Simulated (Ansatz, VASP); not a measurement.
# InAs in VASP and in Ansatz

INCAR

```
SYSTEM = InAs
  ALGO = Normal
  EDIFF = 1E-7
  ENCUT = 520
  ISIF = 2
  ISMEAR = -1
  LASPH = .TRUE.
  LCHARG = .FALSE.
  LREAL = .FALSE.
  LWAVE = .FALSE.
  NBANDS = 16
  NELM = 100
  PREC = Accurate
  SIGMA = 0.08
```

File KPOINTS:

```
k-points
0
G
  11 11 11
  0 0 0
```

File POSCAR:

```
InAs
1.0
    0.0000000000      2.5969052890      2.5969052890
    2.5969052890      0.0000000000      2.5969052890
    2.5969052890      2.5969052890      0.0000000000
In As
1 1
Direct
    0.0000000000      0.0000000000      0.0000000000
    0.2500000000      0.2500000000      0.2500000000
```

Input for Ansatz:

```yaml
crystal:
  lattice:
    - [0.0, 2.596905289, 2.596905289]
    - [2.596905289, 0.0, 2.596905289]
    - [2.596905289, 2.596905289, 0.0]
  atoms:
    - { symbol: In, position: [0.0, 0.0, 0.0] }
    - { symbol: As, position: [0.25, 0.25, 0.25] }
kpoints:
  mp_grid: { grid: [11, 11, 11] }
scf:
  occupations: { method: fermi_dirac, width: 0.08 }
hamiltonian:
  xc: lda
  pseudopotentials: { kind: paw }
output:
  forces: true
  stress: true
  eigenvalues: true
  populations: true
```

Change from the starting cell: volume scaled by 0.64, PAW files.

Alike in both runs: task single point; functional LDA; k mesh 11 × 11 × 11; occupations fermi-dirac, width 0.08 eV; no spin polarisation.

|  | VASP | Ansatz |
| --- | --- | --- |
| version | VASP 6.6.1 | Ansatz 0.2.0 |
| potentials or method | VASP PAW LDA potentials, release 64 (In_d, As) | PAW with Ansatz's default frozen-core files, scalar-relativistic |
| plane-wave cutoff (eV) | 520 | 420 |
| valence electrons in the cell | 18 | 28 |

Ansatz gave:

| Item | Value |
| --- | --- |
| pressure (GPa) | 75.1 |

Problem. What did VASP give for the same quantities?

Solution. Pressure (GPa): 76.1.

The two sets of potentials don't hold the same shells in valence.

Caveats: the cell as given lies far from equilibrium; so large a pressure means that the cell lies far from this level's equilibrium, or that cutoff or potentials fall short (VASP); spin-orbit coupling is left out, which moves the levels of the heavy elements; an odd mesh through Γ misses points on the zone boundary, where band edges often lie.
